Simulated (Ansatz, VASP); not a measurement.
**Cr in VASP and in Ansatz**

```xyz
1
Lattice="-1.4243 1.4243 1.4243 1.4243 -1.4243 1.4243 1.4243 1.4243 -1.4243" Properties=species:S:1:pos:R:3 pbc="T T T"
Cr    0.0000    0.0000    0.0000
```

Alike in both runs: task single point; functional PBE; k mesh 15 × 15 × 15; occupations fermi-dirac, width 0.03 eV; no spin polarisation.

```csv
,VASP,Ansatz
version,VASP 6.6.1,Ansatz 0.2.0
potentials or method,"VASP PAW PBE potentials, release 64 (Cr_pv)","plane waves (420 eV) with PAW, scalar-relativistic"
plane-wave cutoff (eV),520,420
valence electrons in the cell,12,14
```

|  | VASP | Ansatz | Ansatz less VASP |
| --- | --- | --- | --- |
| pressure (GPa) | -0.8 | -0.2 | +0.58 |

The two sets of potentials don't hold the same shells in valence.

Caveats: the run has no spin polarisation, though such a crystal can be magnetic. Spin polarisation is off, so any magnetic state and its effect on volume and gap are missing.
